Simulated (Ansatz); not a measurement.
A 2-atom cell of MgO started from a crystallographic database (r2SCAN geometry), in Ansatz:

```
Mg O
1.0
     0.00000    2.10217    2.10217
     2.10217    0.00000    2.10217
     2.10217    2.10217    0.00000
Mg O
1 1
Direct
  0.00000 0.00000 0.00000
  0.50000 0.50000 0.50000
```

G0W0@PBE with 101 empty bands, a screening cutoff of 180 eV and an 8×8×8 mesh (PAW, contour deformation) gives 7.285 eV over the mesh points, from a PBE gap of 4.797 eV; it sums over 109 bands with 113 plane waves in the screening and a wave cutoff of 420 eV. The G0W0 figures hold for the stated bands, cutoff and mesh and aren't extrapolated. Spin-unpolarised throughout; all numbers are computed.

(1) Estimate the gap with empty bands 42, screening cutoff 100 eV.

(2) Estimate the gap with starting point r2SCAN.

(3) Estimate the gap with empty bands 197, screening cutoff 260 eV.

## Answers

(1) 7.041 eV (-0.244 eV), from a Kohn-Sham gap of 4.797 eV.

(2) 7.780 eV (+0.495 eV), from a Kohn-Sham gap of 5.685 eV.

(3) 7.369 eV (+0.084 eV), from a Kohn-Sham gap of 4.797 eV.
